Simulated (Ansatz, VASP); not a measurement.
# One calculation of CuI (Marshite), two programs

```xyz
2
Lattice="0.0000 3.0315 3.0315 3.0315 0.0000 3.0315 3.0315 3.0315 0.0000" Properties=species:S:1:pos:R:3 pbc="T T T"
I     0.0000    0.0000    0.0000
Cu    4.5473    4.5473    4.5473
```

Alike in both runs: task relaxation of cell and atoms; functional LDA; k mesh 8 × 8 × 8; occupations fermi-dirac, width 0.05 eV; no spin polarisation.

|  | VASP | Ansatz |
| --- | --- | --- |
| version | VASP 6.6.1 | Ansatz 0.2.0 |
| potentials or method | VASP PAW LDA potentials, release 64 (I, Cu), cutoff 600 eV | all-electron LAPW, scalar-relativistic |

Ansatz gave:

```
relaxed volume (Å³/atom)                                     : 25.19
relaxed cell length with the largest relative difference (Å) : 4.145
energy change over the relaxation (meV/atom)                 : -41
```

What did VASP give for the same quantities?

Relaxed volume (Å³/atom): 25.19; relaxed cell length with the largest relative difference (Å): 4.145; energy change over the relaxation (meV/atom): -39.

Ansatz ran all-electron here, so the differences hold the error of VASP's frozen core and of both bases.

 Zero-point motion and thermal expansion aren't in these numbers. LDA usually gives volumes a few per cent too small.
